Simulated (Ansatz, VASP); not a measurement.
**One calculation of Hf, two programs**

```xyz
1
Lattice="0.0000 2.2200 2.2200 2.2200 0.0000 2.2200 2.2200 2.2200 0.0000" Properties=species:S:1:pos:R:3 pbc="T T T"
Hf    0.0000    0.0000    0.0000
```

Alike in both runs: task single point; functional PBE; k mesh 15 × 15 × 15; occupations fermi-dirac, width 0.05 eV; collinear spin.

|  | VASP | Ansatz |
| --- | --- | --- |
| version | VASP 6.6.1 | Ansatz 0.2.0 |
| potentials or method | VASP PAW PBE potentials, release 64 (Hf_pv) | PAW with Ansatz's default frozen-core files, scalar-relativistic |
| plane-wave cutoff (eV) | 520 | 420 |
| valence electrons in the cell | 10 | 26 |

|  | VASP | Ansatz | Ansatz less VASP |
| --- | --- | --- | --- |
| pressure (GPa) | 2.9 | 3.3 | +0.44 |
| net moment per atom (μB) | 0.00 | 0.00 | 0.000 |

The functional is the same, so the differences come from potentials, cutoffs and numerics. The two sets of potentials don't hold the same shells in valence. Ansatz warned: «seeded_moment_not_kept».

Spin-orbit coupling is left out, which matters for the levels of Hf.
